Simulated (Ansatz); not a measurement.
A run of Ansatz 0.2.0 is set up as follows.

input.yaml

```yaml
crystal:
  lattice:
    - [0.0, 2.3025742669, 2.3025742669]
    - [2.3025742669, 0.0, 2.3025742669]
    - [2.3025742669, 2.3025742669, 0.0]
  atoms:
    - { symbol: Mg, position: [0.0, 0.0, 0.0] }
kpoints:
  mp_grid: { grid: [8, 8, 8] }
scf:
  occupations: { method: fermi_dirac, width: 0.05 }
hamiltonian:
  xc: revpbe
  dispersion: d4
  pseudopotentials: { kind: all_electron, lapw: { basis_error: 0.001 } }
magnetization:
  noncollinear: true
output:
  forces: true
  stress: true
relax:
  f_tol: 0.02
  max_steps: 60
  cell: {}
```

Potentials or basis: all-electron LAPW, scalar-relativistic.

Launch:

```bash
$ ansatz run input.yaml --threads 1 --pin off --max-ram 2560MiB --backend cpu --events-out ev --progress --plain --runs-dir out
```

**Question.** Estimate the space group after relaxing (to 0.05 Å).

**Answer.** Fm-3m (No. 225).

**Question.** What does it give for the absolute moment?

**Answer.** 0.00 μB per cell.

**Question.** Estimate the relaxed volume.

**Answer.** 23.27 Å³/atom.

The path:
```csv
step,energy change (eV),largest force (eV/Å),volume (Å³)
1,0.0000,0.0000,24.42
2,-0.0002,0.0000,24.41
3,-0.0102,0.0000,23.55
4,-0.0116,0.0000,23.24
5,-0.0120,0.0000,23.30
6,-0.0120,0.0000,23.30
7,-0.0122,0.0000,23.27
8,-0.0122,0.0000,23.27
9,-0.0122,0.0000,23.27
10,-0.0121,0.0000,23.27
```
